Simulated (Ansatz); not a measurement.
## MgTe: computed DOS

```cif
data_structure
_symmetry_space_group_name_H-M 'P6_3mc'
_symmetry_Int_Tables_number 186
_cell_length_a 4.5400
_cell_length_b 4.5400
_cell_length_c 7.3950
_cell_angle_alpha 90.000
_cell_angle_beta 90.000
_cell_angle_gamma 120.000
_cell_volume 132.00
loop_
_atom_site_label
_atom_site_type_symbol
_atom_site_symmetry_multiplicity
_atom_site_Wyckoff_symbol
_atom_site_fract_x
_atom_site_fract_y
_atom_site_fract_z
_atom_site_occupancy
Mg1 Mg 2 b 0.33333 0.66667 0.00000 1
Te1 Te 2 b 0.33333 0.66667 0.37000 1
```

The runs use the primitive cell with vectors (4.540, 0.000, 0.000), (-2.270, 3.932, 0.000), (0.000, 0.000, 7.395) Å, to which the k mesh refers.

The structure is hexagonal, space group P6_3mc (No. 186). The conventional cell has a = 4.540 Å, b = 4.540 Å, c = 7.395 Å, α = 90.00°, β = 90.00°, γ = 120.00°. Around Mg (site symmetry 3m) lie 4 Te at 2.74 to 2.79 Å. Te (site symmetry 3m) has 4 Mg at 2.74 to 2.79 Å as nearest neighbours.

The cell is COD entry 1538744, as deposited and not checked against the literature; nothing was relaxed.

No spin–orbit coupling, which matters for the heavy atoms here.

All numbers below come from DFT, PBEsol, all-electron LAPW, scalar-relativistic (Ansatz 0.2.0).

The runs use a Γ-centred 10×10×6 k mesh, Fermi–Dirac smearing of 0.05 eV, basis error target 1 meV/atom, no spin polarisation.

States per eV and cell, averaged over 0.4 eV, from -9.7 to 4.9 eV, with energies (bin centres) from the valence-band top; empty bins are left out. The partial columns, the largest 3 alone, are projections on Löwdin-orthogonalised atomic shells (those that the program's projection atoms carry: the occupied ones and, for some elements, an empty d or f shell; other empty shells have no column), summed over atoms of an element. Weights on diffuse s and p shells depend on that basis and aren't pure angular character.

```csv
E (eV),total,Te 5p,Te 5s,Mg 3s
-9.6,7.36,0.02,6.91,0.40
-3.2,2.28,1.68,0.02,0.56
-2.8,4.76,3.45,0.11,1.15
-2.4,1.63,1.24,0.08,0.28
-2.0,2.54,2.25,0.05,0.18
-1.6,3.18,2.91,0.03,0.13
-1.2,4.65,4.37,0.02,0.10
-0.8,6.45,6.15,0.01,0.06
-0.4,3.93,3.80,0.00,0.01
0.0,0.58,0.57,0.00,0.00
2.8,0.04,0.00,0.01,0.03
3.2,1.16,0.12,0.05,0.36
3.6,4.06,0.41,0.15,1.08
4.0,3.54,0.43,0.14,1.04
4.4,1.94,0.23,0.04,0.46
4.8,4.35,0.38,0.06,0.68
```

Question: Which of the resolved shells contributes most in the top eV of the valence band?

Answer: Te 5p, with 96 % of all states there; Mg 3s follows with 1 %.
